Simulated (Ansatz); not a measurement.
## Kick test of a cell of Si

The cell was found from a structure generator's guess, not taken from experiment.

Theory: DFT PBE, scalar-relativistic, plane waves, PAW (Ansatz). Plane waves to 420 eV, a k mesh through Γ of 14×14×12 on the computed 3-atom cell and Gaussian smearing (0.10 eV); no spin polarisation.

The cell below (3 atoms, space group C2/m (No. 12)) is relaxed within its symmetry.

```
CELL_PARAMETERS angstrom
3.31934 -1.77389 0.00799
3.31934 1.77389 0.00799
-0.21404 0.00000 4.28397
ATOMIC_POSITIONS crystal
Si 0.79345 0.79345 0.68635
Si 0.20655 0.20655 0.31365
Si 0.50000 0.50000 0.00000
```

For the test a repeat of it with 6 atoms (edges 3.76, 4.29, 6.27 Å) was strained at random (σ = 1.5 % a component), the atoms were moved at random (σ = 0.15 Å), and all was relaxed again on a coarse 6×6×4 mesh (in the run’s order of axes) with 0.20 eV smearing, with no symmetry imposed.

Question: Does it come back?

Answer: It doesn't return. The energy falls by 150 meV/atom on that mesh, the volume changes by 7.7 %, and the end has space group P6_222 (No. 180) at a loose tolerance. Relaxed again on a 12×12×12 mesh with 0.10 eV smearing, the new structure lies 151 meV/atom below the first (mesh in the axes of the run's cell; the cell below is made exact in the group named). Space group P6_222 (No. 180), hexagonal, a = 3.905 Å, c = 4.116 Å. Si is surrounded by 4 Si at 2.39 Å.

```
Si
1.0
     3.90548    0.00000    0.00000
    -1.95274    3.38225    0.00000
     0.00000    0.00000    4.11619
Si
3
Cartesian
  0.9764 1.6911 1.3721
  1.9527 0.0000 0.0000
  -0.9764 1.6911 2.7441
```
